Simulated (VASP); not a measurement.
# Mg (Im-3m) in VASP: notebook

One crystal, Mg, is run at these levels: PBE; tasks: single point.

All numbers are computed with VASP 6.6.1; they aren't measurements. Logs are shortened: lines on timing, memory, paths and dates and some standing lists are left out, and cuts for length are marked.

## (1) The crystal as given

It takes space group Im-3m (No. 229, cubic). Conventional cell: a = 3.546 Å, b = 3.546 Å, c = 3.546 Å, α = 90.00°, β = 90.00°, γ = 90.00°. Around Mg (site symmetry m-3m) lie 8 Mg at 3.07 Å.

This isn't the form of Mg at room conditions, which is hcp.

## (2) Single point, PBE

Input file INCAR:

```
ALGO     = Normal         # electronic algorithm
EDIFF    = 1E-7           # SCF threshold, eV
ENCUT    = 520            # plane-wave cutoff, eV
GGA      = PE             # functional
ISIF     = 2              # what is computed and relaxed
ISMEAR   = 0              # smearing method
LASPH    = True           # aspherical terms in the spheres
LCHARG   = True           # write CHGCAR
LELF     = True           # ELF
LREAL    = False          # projectors in reciprocal space
LVHAR    = True         
LWAVE    = False          # write WAVECAR
NBANDS   = 7              # bands
NELM     = 100            # most SCF steps
PREC     = Accurate       # precision mode
SIGMA    = 0.15           # smearing width, eV
```

Input file KPOINTS:

```
k-points
0
Gamma
  20 20 20
```

Input file POSCAR:

```
Mg
1.0
   -1.7727644967      1.7727644967      1.7727644967
    1.7727644967     -1.7727644967      1.7727644967
    1.7727644967      1.7727644967     -1.7727644967
Mg
1
Direct
    0.0000000000      0.0000000000      0.0000000000
```

Potentials or basis: VASP PAW PBE potentials, release 64 (Mg).

Started as:

```sh
cat potpaw_PBE.64/Mg/POTCAR > POTCAR
mpirun -np 1 vasp_std > vasp.out
```

OUTCAR:

```text
EDIFF = 1E-7
   ENCUT = 520
   GGA = PE
   ISIF = 2
   ISMEAR = 0
   LASPH = True
   LREAL = False
   NELM = 100
   PREC = Accurate

 ion  position               nearest neighbor table
   1  0.000  0.000  0.000-

  LATTYP: Found a body centered cubic cell.
 ALAT       =     3.5455289934

  Lattice vectors:

 A1 = (  -1.7727644967,   1.7727644967,   1.7727644967)
 A2 = (   1.7727644967,  -1.7727644967,   1.7727644967)
 A3 = (   1.7727644967,   1.7727644967,  -1.7727644967)

Analysis of symmetry for initial positions (statically):
=====================================================================
 Subroutine PRICEL returns:
 Original cell was already a primitive cell.

 Routine SETGRP: Setting up the symmetry group for a
 body centered cubic supercell.

 Subroutine GETGRP returns: Found 48 space group operations
 (whereof 48 operations were pure point group operations)
 out of a pool of 48 trial point group operations.

The static configuration has the point symmetry O_h .

Analysis of symmetry for dynamics (positions and initial velocities):
=====================================================================
 Subroutine PRICEL returns:
 Original cell was already a primitive cell.

 Routine SETGRP: Setting up the symmetry group for a
 body centered cubic supercell.

 Subroutine GETGRP returns: Found 48 space group operations
 (whereof 48 operations were pure point group operations)
 out of a pool of 48 trial point group operations.

The dynamic configuration has the point symmetry O_h .

 Subroutine INISYM returns: Found 48 space group operations
 (whereof 48 operations are pure point group operations),
 and found     1 'primitive' translations

----------------------------------------------------------------------------------------

                                     Primitive cell

  volume of cell :      22.2850

  direct lattice vectors                    reciprocal lattice vectors
    -1.772764497  1.772764497  1.772764497     0.000000000  0.282045360  0.282045360
     1.772764497 -1.772764497  1.772764497     0.282045360  0.000000000  0.282045360
     1.772764497  1.772764497 -1.772764497     0.282045360  0.282045360  0.000000000

  length of vectors
     3.070518178  3.070518178  3.070518178     0.398872373  0.398872373  0.398872373

  position of ions in fractional coordinates (direct lattice)
     0.000000000  0.000000000  0.000000000

  ion indices of the primitive-cell ions
   primitive index   ion index
                 1           1

----------------------------------------------------------------------------------------

 KPOINTS: k-points

Automatic generation of k-mesh.
 Grid dimensions read from file:
 generate k-points for:   20   20   20

 Generating k-lattice:

  Cartesian coordinates                     Fractional coordinates (reciprocal lattice)
     0.000000000  0.014102268  0.014102268     0.050000000  0.000000000  0.000000000
     0.014102268  0.000000000  0.014102268     0.000000000  0.050000000  0.000000000
     0.014102268  0.014102268  0.000000000     0.000000000  0.000000000  0.050000000

  Length of vectors
     0.019943619  0.019943619  0.019943619

  Shift w.r.t. Gamma in fractional coordinates (k-lattice)
     0.000000000  0.000000000  0.000000000

 Subroutine IBZKPT returns following result:
 ===========================================

 Found    256 irreducible k-points:

 Following reciprocal coordinates:
            Coordinates               Weight
  0.000000  0.000000  0.000000      1.000000
  0.050000  0.000000  0.000000     12.000000
  0.100000  0.000000  0.000000     12.000000
  0.150000  0.000000  0.000000     12.000000
  0.200000  0.000000  0.000000     12.000000
  0.250000  0.000000  0.000000     12.000000
[... 16 lines left out ...]
  0.200000  0.100000  0.000000     48.000000
  0.250000  0.100000  0.000000     48.000000
 [... further k-points ...]
   k-points           NKPTS =    256   k-points in BZ     NKDIM =    256   number of bands    NBANDS=      7
   number of dos      NEDOS =    301   number of ions     NIONS =      1
   total plane-waves  NPLWV =  13824
   dimension x,y,z NGX =    24 NGY =   24 NGZ =   24
   dimension x,y,z NGXF=    48 NGYF=   48 NGZF=   48
   ions per type =               1
   NGX,Y,Z   is equivalent  to a cutoff of  12.99, 12.99, 12.99 a.u.
   NGXF,Y,Z  is equivalent  to a cutoff of  25.99, 25.99, 25.99 a.u.
 SYSTEM =  unknown system
   PREC   = accura    normal or accurate (medium, high low for compatibility)
   ISTART =      0    job   : 0-new  1-cont  2-samecut
   ICHARG =      2    charge: 1-file 2-atom 10-const
   ISPIN  =      1    spin polarized calculation?
   LNONCOLLINEAR =      F non collinear calculations
   LSORBIT =      F    spin-orbit coupling
   LASPH  =      T    aspherical Exc in radial PAW
   ENCUT  =  520.0 eV  38.22 Ry    6.18 a.u.   5.71  5.71  5.71*2*pi/ulx,y,z
   NELM   =    100;   NELMIN=  2; NELMDL= -5     # of ELM steps
   EDIFF  = 0.1E-06   stopping-criterion for ELM
   LREAL  =      F    real-space projection
   EDIFFG = 0.1E-05   stopping-criterion for IOM
   NSW    =      0    number of steps for IOM
   IBRION =     -1    ionic relax: 0-MD 1-quasi-New 2-CG
   NFREE  =      0    steps in history (QN), initial steepest desc. (CG)
   ISIF   =      2    stress and relaxation
   ISYM   =      2    0-nonsym 1-usesym 2-fastsym
   POTIM  = 0.5000    time-step for ionic-motion
   TEBEG  =    0.0;   TEEND  =   0.0 temperature during run
   PSTRESS=    0.0 pullay stress
   NELECT =       2.0000    total number of electrons
   NUPDOWN=      -1.0000    fix difference up-down
   EMIN   =  10.00;   EMAX   =-10.00  energy-range for DOS
   EFERMI =   0.00;   METHOD = LEGACY
   ISMEAR =     0;   SIGMA  =   0.15  broadening in eV -4-tet -1-fermi 0-gaus
   EFERMI_NEDOS =   21; number of points for ismear=-14 and -15
   IALGO  =     38    algorithm
   IMIX   =      4    mixing-type and parameters
     AMIX     =   0.40;   BMIX     =  1.00
     AMIX_MAG =   1.60;   BMIX_MAG =  1.00
  volume/ion in A,a.u.               =      22.29       150.39
  Fermi-wavevector in a.u.,A,eV,Ry     =   0.732960  1.385094  7.309469  0.537231
  Thomas-Fermi vector in A             =   1.825552
   LORBIT       =      0    0 simple, 1 ext, 2 COOP (PROOUT), +10 PAW based schemes
   GGA     = PE    functional components
   LHFCALC =     F    Hartree Fock is set to
   AEXX    =    0.0000 exact exchange contribution
   IVDW    =     0    specifies the selected vdW correction
   LEPSILON=     F    determine dielectric tensor
   LRPA    =     F    only Hartree local field effects (RPA)
 non-spin polarized calculation
 Gauss-broadening in eV      SIGMA  =   0.15
  energy-cutoff  :      520.00
  volume of cell :       22.29
 maximum number of plane-waves:       618
   NGX = 11   NGY = 11   NGZ = 11

 number of electron       2.0000000 magnetization

 Free energy of the ion-electron system (eV)
  ---------------------------------------------------
  ext. energy  EPLUGINS =         0.00000000
  ---------------------------------------------------
  free energy    TOTEN  =        -1.47938470 eV

  energy without entropy =       -1.47520737  energy(sigma->0) =       -1.47729604

 E-fermi :   2.8402     XC(G=0):  -8.5869

 val. band max:        2.8225305590   @ k =   0.5000   0.5000   0.2000
 cond. band min:       2.8468975005   @ k =  -0.4000  -0.4000   0.0500
 fundamental gap:      0.0243669415
 Fermi energy:         2.8402037747

 k-point     1 :       0.0000    0.0000    0.0000
  band No.  band energies     occupation
      1      -4.2667      2.00000
      2      16.0254      0.00000
      3      16.0254      0.00000
      4      16.0254      0.00000
      5      18.0716      0.00000
      6      18.0716      0.00000
      7      18.3223      0.00000

 k-point     2 :       0.0500    0.0000    0.0000
  band No.  band energies     occupation
      1      -4.2066      2.00000
      2      15.2863      0.00000
      3      15.6977      0.00000
      4      15.7266      0.00000
      5      17.3585      0.00000
      6      17.4325      0.00000
      7      18.4425      0.00000

 k-point     3 :       0.1000    0.0000    0.0000
  band No.  band energies     occupation
      1      -4.0267      2.00000
      2      13.6787      0.00000
      3      15.0090      0.00000
      4      15.1358      0.00000
      5      16.5132      0.00000
      6      17.0013      0.00000
      7      18.5945      0.00000

 k-point     4 :       0.1500    0.0000    0.0000
  band No.  band energies     occupation
      1      -3.7276      2.00000
      2      11.9201      0.00000
      3      14.2635      0.00000
      4      14.5218      0.00000
      5      15.7432      0.00000
      6      16.6009      0.00000
      7      18.8717      0.00000

 k-point     5 :       0.2000    0.0000    0.0000
  band No.  band energies     occupation
      1      -3.3104      2.00000
      2      10.1903      0.00000
      3      13.5687      0.00000
      4      13.9617      0.00000
      5      15.0698      0.00000
      6      16.1687      0.00000
      7      19.2835      0.00000

 k-point     6 :       0.2500    0.0000    0.0000
  band No.  band energies     occupation
      1      -2.7768      2.00000
      2       8.5313      0.00000
      3      12.9608      0.00000
      4      13.4784      0.00000
      5      14.4986      0.00000
      6      15.7365      0.00000
      7      19.8051      0.00000

 k-point     7 :       0.3000    0.0000    0.0000
  band No.  band energies     occupation
      1      -2.1288      2.00000
      2       6.9574      0.00000
      3      12.4547      0.00000
      4      13.0798      0.00000
      5      14.0312      0.00000
      6      15.3404      0.00000
      7      20.2850      0.00000
[... 121 lines left out ...]
 k-point    20 :       0.4500    0.0500    0.0000
  band No.  band energies     occupation
      1       0.9942      2.00000
      2       2.2937      2.00000
      3      10.8014      0.00000
      4      12.2333      0.00000
      5      13.6056      0.00000
      6      15.2070      0.00000
      7      21.7672      0.00000

 k-point    21 :       0.1000    0.1000    0.0000
  band No.  band energies     occupation
      1      -3.5485      2.00000
      2      11.8058      0.00000
      3      12.3342      0.00000
      4      14.2419      0.00000
      5      16.3045      0.00000
      6      16.9999      0.00000
      7      19.0503      0.00000

 k-point    22 :       0.1500    0.1000    0.0000
  band No.  band energies     occupation
      1      -3.1322      2.00000
      2      10.2719      0.00000
      3      11.4823      0.00000
      4      13.6596      0.00000
      5      15.9449      0.00000
      6      17.0495      0.00000
      7      18.7845      0.00000

 k-point    23 :       0.2000    0.1000    0.0000
  band No.  band energies     occupation
      1      -2.5996      2.00000
      2       8.6558      0.00000
      3      10.8670      0.00000
      4      13.1392      0.00000
      5      15.4767      0.00000
      6      17.1408      0.00000
      7      18.6420      0.00000

 k-point    24 :       0.2500    0.1000    0.0000
  band No.  band energies     occupation
      1      -1.9529      2.00000
      2       7.1008      0.00000
      3      10.3724      0.00000
      4      12.7020      0.00000
      5      15.0461      0.00000
      6      17.0675      0.00000
      7      18.8532      0.00000

 [... further k-points ...]

------------------------ aborting loop because EDIFF is reached ----------------------------------------

  FORCE on cell =-STRESS in cart. coord.  units (eV):
  Direction    XX          YY          ZZ          XY          YZ          ZX
  --------------------------------------------------------------------------------------
  -------------------------------------------------------------------------------------
  Total        0.1266866      0.1266866      0.1266866     -0.0000000      0.0000000      0.0000000
  in kB        9.1081104      9.1081104      9.1081104     -0.0000000      0.0000000      0.0000000
  external PRESSURE =       9.1081104 kB  Pullay stress =       0.0000000 kB

 VOLUME and BASIS-vectors are now :
 -----------------------------------------------------------------------------
  energy-cutoff  :      520.00
  volume of cell :       22.29
      direct lattice vectors                 reciprocal lattice vectors
    -1.772764497  1.772764497  1.772764497     0.000000000  0.282045360  0.282045360
     1.772764497 -1.772764497  1.772764497     0.282045360  0.000000000  0.282045360
     1.772764497  1.772764497 -1.772764497     0.282045360  0.282045360  0.000000000

 POSITION                                       TOTAL-FORCE (eV/Angst)
 -----------------------------------------------------------------------------------
      0.00000      0.00000      0.00000         0.000000     -0.000000     -0.000000
 -----------------------------------------------------------------------------------
    total drift:                                0.000000     -0.000000     -0.000000

  FREE ENERGIE OF THE ION-ELECTRON SYSTEM (eV)
  ---------------------------------------------------
  free  energy   TOTEN  =        -1.4793847023 eV

  energy  without entropy=       -1.4752073701  energy(sigma->0) =       -1.47729604
```

It took 10 s on 1 thread of Intel Xeon 6975P-C (Granite Rapids), shared host; peak memory 0.16 GiB.

Results:

- Free energy: -1.4794 eV
- Pressure: 0.9 GPa
- Band gap on the k mesh: none (metal or under the smearing width)

Levels at points of the mesh, in eV from the Fermi level:
| k point | band 1 | band 2 | band 3 | band 4 | band 5 |
| --- | --- | --- | --- | --- | --- |
| (0.00, 0.00, 0.00) | -7.11 | 13.19 | 13.19 | 13.19 | 15.23 |
| (0.50, 0.00, 0.00) | -1.56 | -0.94 | 8.70 | 9.53 | 10.36 |
| (0.50, 0.50, 0.50) | 3.91 | 3.91 | 3.91 | 3.98 | 3.98 |

## (3) Single point, PBE

Input file INCAR:

```
  PREC = Accurate
  ENCUT = 520
  EDIFF = 1E-6
  ISMEAR = 0
  SIGMA = 0.15
  LREAL = False
  LASPH = True
  NELM = 100
  ALGO = Fast
  ISIF = 2
  LWAVE = False
  LCHARG = False
  GGA = PE
  NBANDS = 7
```

Input file KPOINTS:

```
Automatic mesh
0
Gamma
  18 18 18
```

POSCAR is that of step 2.

Potentials or basis: VASP PAW PBE potentials, release 64 (Mg).

Started as:

```sh
cat potpaw_PBE.64/Mg/POTCAR > POTCAR
mpirun -np 1 vasp_std > vasp.out
```

OUTCAR:

```text
PREC = Accurate
   ENCUT = 520
   EDIFF = 1E-6
   ISMEAR = 0
   LREAL = False
   LASPH = True
   NELM = 100
   ISIF = 2
   GGA = PE

 ion  position               nearest neighbor table
   1  0.000  0.000  0.000-

  LATTYP: Found a body centered cubic cell.
 ALAT       =     3.5455289934

  Lattice vectors:

 A1 = (  -1.7727644967,   1.7727644967,   1.7727644967)
 A2 = (   1.7727644967,  -1.7727644967,   1.7727644967)
[... 420 lines left out ...]
      6      16.9233      0.00000
      7      20.4709      0.00000

 [... further k-points ...]

------------------------ aborting loop because EDIFF is reached ----------------------------------------

  FORCE on cell =-STRESS in cart. coord.  units (eV):
  Direction    XX          YY          ZZ          XY          YZ          ZX
  --------------------------------------------------------------------------------------
  -------------------------------------------------------------------------------------
  Total        0.1302761      0.1302761      0.1302761      0.0000000      0.0000000      0.0000000
  in kB        9.3661734      9.3661734      9.3661734      0.0000000      0.0000000      0.0000000
  external PRESSURE =       9.3661734 kB  Pullay stress =       0.0000000 kB

 VOLUME and BASIS-vectors are now :
 -----------------------------------------------------------------------------
  energy-cutoff  :      520.00
  volume of cell :       22.29
      direct lattice vectors                 reciprocal lattice vectors
    -1.772764497  1.772764497  1.772764497     0.000000000  0.282045360  0.282045360
     1.772764497 -1.772764497  1.772764497     0.282045360  0.000000000  0.282045360
     1.772764497  1.772764497 -1.772764497     0.282045360  0.282045360  0.000000000

 POSITION                                       TOTAL-FORCE (eV/Angst)
 -----------------------------------------------------------------------------------
      0.00000      0.00000      0.00000         0.000000     -0.000000      0.000000
 -----------------------------------------------------------------------------------
    total drift:                                0.000000      0.000000      0.000000

  FREE ENERGIE OF THE ION-ELECTRON SYSTEM (eV)
  ---------------------------------------------------
  free  energy   TOTEN  =        -1.4783311695 eV

  energy  without entropy=       -1.4742101696  energy(sigma->0) =       -1.47627067
```

Wall time 8.4 s (1 thread of Intel Xeon 6975P-C (Granite Rapids), shared host); peak memory 0.15 GiB.

What came out:

```
Free energy            : -1.4783 eV
Pressure               : 0.9 GPa
Band gap on the k mesh : none (metal or under the smearing width)
```

Levels at points of the mesh, in eV from the Fermi level:
```csv
k point,band 1,band 2,band 3,band 4,band 5,band 6
"(0.00, 0.00, 0.00)",-7.09,13.20,13.20,13.20,15.25,15.25
"(0.50, 0.00, 0.00)",-1.54,-0.92,8.72,9.55,10.38,11.73
"(0.50, 0.50, 0.50)",3.93,3.93,3.93,4.00,4.00,7.81
```
